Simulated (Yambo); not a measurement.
## PbSe (Clausthalite): optical spectrum by the Bethe-Salpeter equation with LDA

**Experimental background.**

A printed reference work, monograph reports, for a bulk crystal of PbSe at 4.2 K: band gap 0.15 eV (direct).

The system is PbSe (Clausthalite).

```
Pb Se
1.0
     0.00000    3.06065    3.06065
     3.06065    0.00000    3.06065
     3.06065    3.06065    0.00000
Pb Se
1 1
Direct
  0.00000 0.00000 0.00000
  0.50000 0.50000 0.50000
```

```json
{
 "Program": "Yambo 5.3.0",
 "Task": "optical spectrum by the Bethe-Salpeter equation",
 "Functional": "LDA",
 "Potentials or basis": "PseudoDojo 0.4.1 SR LDA standard",
 "Cutoff": "707 eV",
 "Density cutoff": "2830 eV",
 "k mesh": "6 × 6 × 6",
 "Occupations": "fixed",
 "Spin": "no spin polarisation",
 "k mesh of the self-consistent run": "8 × 8 × 8",
 "Form of the LDA": "PW92",
 "Random integration of the Coulomb term": "yes",
 "Direction of the field or of q to 0": "x + y + z",
 "Broadening": "0.05 eV",
 "Kernel": "Hartree (RPA with local fields)",
 "Terms kept": "resonant and antiresonant, uncoupled",
 "Solver": "diagonalisation",
 "Correction of the levels": "scissor",
 "Top of the energy range": "10 eV",
 "Energy points": "150",
 "Scissor shift": "0.39 eV",
 "Bands of the transition space (first, last)": "[14, 17]",
 "Bands in the response": "30",
 "Cutoff of the response matrix": "3 Ry",
 "Cutoff of exchange and Vxc": "10 Ry"
}
```

```json
{"Band gap on the k mesh, mean-field level": "0.20 eV, direct", "Lowest exciton energy": "0.60 eV", "Lowest bright exciton energy": "0.60 eV"}
```

Dielectric function (along the field direction of the input):
| energy (eV) | real part | imaginary part |
| --- | --- | --- |
| 0.27 | 49.18 | 3.28 |
| 0.60 | 7.29 | 169.04 |
| 0.94 | -3.23 | 3.64 |
| 1.28 | 9.70 | 1.20 |
| 1.61 | 17.09 | 1.24 |
| 1.95 | 33.14 | 10.24 |
| 2.28 | 10.88 | 7.56 |
| 2.62 | 38.92 | 11.71 |
| 2.95 | 21.35 | 24.74 |
| 3.29 | -24.08 | 37.25 |
| 3.62 | -2.39 | 11.75 |
| 3.96 | -13.67 | 17.93 |
| 4.30 | -15.55 | 5.34 |
| 4.63 | -10.10 | 5.83 |
| 4.97 | -8.38 | 2.91 |
| 5.30 | -2.82 | 3.56 |
| 5.64 | -8.15 | 1.82 |
| 5.97 | -4.93 | 1.64 |
| 6.31 | -2.65 | 0.76 |
| 6.64 | -2.45 | 0.39 |
| 6.98 | 0.05 | 2.64 |
| 7.32 | -1.24 | 2.18 |
| 7.65 | -3.15 | 1.40 |
| 7.99 | -2.57 | 0.23 |
| 8.32 | -2.03 | 0.22 |
| 8.66 | -2.24 | 0.28 |
| 8.99 | -1.57 | 0.06 |
| 9.33 | -1.26 | 0.04 |
| 9.66 | -1.03 | 0.03 |
| 10.00 | -0.85 | 0.02 |

Lowest exciton energies (eV): 0.60, 0.60, 0.60, 0.60, 2.00, 2.00, 2.00, 2.00

Excitons:
```
energy (eV)  strength (relative to the strongest)
      0.596                               1.1e-19
      0.600                                     1
      0.600                                     1
      0.600                                     1
      1.996                               6.3e-26
      1.998                                 0.062
      1.999                                  0.07
      1.999                                  0.11
      2.083                               8.6e-24
      2.085                                 0.061
      2.086                                 0.091
      2.086                                  0.12
```

It took 43 s on 1 thread of Arm Neoverse V2, with other jobs on the host.

Measured gap of PbSe: 0.15 eV (direct; 4.2 K; a printed reference work, monograph). This calculation gives 0.20 eV (+0.05 eV). 2 values of this kind are on record (0.15 to 0.28 eV); this one was drawn at random. Spin-orbit coupling on Pb, Se is left out. The value is that of LDA on a finite k mesh, which can miss the band edges, without temperature or zero-point motion.

Caveat: the scissor is the correction of the direct gap in an earlier G0W0 run on the same states; spectra need much finer meshes, so this one isn't converged; spin-orbit coupling is left out, which as a rule narrows the gap of such compounds by several tenths of an eV.
